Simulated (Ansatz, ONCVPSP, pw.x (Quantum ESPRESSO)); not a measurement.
What a changed setting does to a pw.x run (sc P)

Potential: optimised norm-conserving Vanderbilt (ONCV), ONCVPSP 4.0.1, PBE; core [Ne], reference 3s2 3p2.5; waves: 3s: rc 1.30 bohr, ncon 3, nbas 7, qcut 5.6 1/bohr, 2 projectors, debl 2.8 Ha; 3p: rc 1.50 bohr, ncon 4, nbas 7, qcut 5.8 1/bohr, 2 projectors, debl 1.7 Ha; d scattering state at 0.11 Ha: rc 1.65 bohr, ncon 5, nbas 8, qcut 6.2 1/bohr, 2 projectors, debl 1.5 Ha; local part: polynomial inside 1.20 bohr (lpopt 5, dvloc0 0 Ha); core correction: Teter function, fcfact 3.75, rcfact 1.55.

The reference run (k-mesh 13³, cutoffs 50/200 Ry, Fermi–Dirac 0.01 Ry, mixing_beta 0.4, conv_thr 1e-9, no spin) gives -0.38 GPa at 14.621 Å³/atom, where all-electron LAPW gives 0.27 GPa. This run, with its own iteration cap, changes k-mesh points per axis to 6.

```
&control
  calculation='scf', prefix='x', pseudo_dir='./', outdir='./tmp', tstress=.true., disk_io='none'
/
&system
  ibrav=0, nat=1, ntyp=1, ecutwfc=50, ecutrho=200, nbnd=9,
  occupations='smearing', smearing='fd', degauss=0.01
/
&electrons
  conv_thr=1e-09, mixing_beta=0.4, electron_maxstep=50
/
ATOMIC_SPECIES
P 1.0 P.UPF
CELL_PARAMETERS angstrom
  2.44526365 0.00000000 0.00000000
  0.00000000 2.44526365 0.00000000
  0.00000000 0.00000000 2.44526365
ATOMIC_POSITIONS crystal
P 0.0000 0.0000 0.0000
K_POINTS automatic
6 6 6 0 0 0
```

```bash
pw.x < P.scf.in > P.scf.out
```

Question: How does the run end?

Answer: It converges in 6 iterations; the free energy moves by -24.4 meV/atom and the pressure by -0.36 GPa.

```
Message from routine setup:
     using ibrav=0 with symmetry is DISCOURAGED, use correct ibrav instead
     lattice parameter (alat)  =       4.6209  a.u.
     unit-cell volume          =      98.6674 (a.u.)^3
     number of electrons       =         5.00
     number of Kohn-Sham states=            9
     kinetic-energy cutoff     =      50.0000  Ry
     charge density cutoff     =     200.0000  Ry
     scf convergence threshold =      1.0E-09
     Exchange-correlation= PBE
     number of k points=    20  Fermi-Dirac smearing, width (Ry)=  0.0100
     iteration #  1     ecut=    50.00 Ry     beta= 0.40
     total energy              =     -14.43893778 Ry
     estimated scf accuracy    <       0.01231777 Ry
     iteration #  2     ecut=    50.00 Ry     beta= 0.40
     total energy              =     -14.43821700 Ry
     estimated scf accuracy    <       0.00360699 Ry
     iteration #  3     ecut=    50.00 Ry     beta= 0.40
     total energy              =     -14.43848218 Ry
     estimated scf accuracy    <       0.00006385 Ry
     iteration #  4     ecut=    50.00 Ry     beta= 0.40
     total energy              =     -14.43849036 Ry
     estimated scf accuracy    <       0.00000029 Ry
     iteration #  5     ecut=    50.00 Ry     beta= 0.40
     total energy              =     -14.43849052 Ry
     estimated scf accuracy    <          4.1E-09 Ry
     iteration #  6     ecut=    50.00 Ry     beta= 0.40
     the Fermi energy is    11.1450 ev
!    total energy              =     -14.43849052 Ry
     estimated scf accuracy    <          2.3E-10 Ry
     smearing contrib. (-TS)   =      -0.00128192 Ry
     The total energy is F=E-TS. E is the sum of the following terms:
     one-electron contribution =       5.40063992 Ry
     hartree contribution      =       0.42638386 Ry
     xc contribution           =      -4.91381024 Ry
     ewald contribution        =     -15.35042215 Ry
     convergence has been achieved in   6 iterations
          total   stress  (Ry/bohr**3)                   (kbar)     P=       -7.35
     Message from routine punch:
     Nothing written, as per user request (disk_io='none')
```

The run took about 1.8 s on one core of a shared host (Intel(R) Xeon(R) CPU @ 2.60GHz, 96 threads, 756 GiB, load 12).
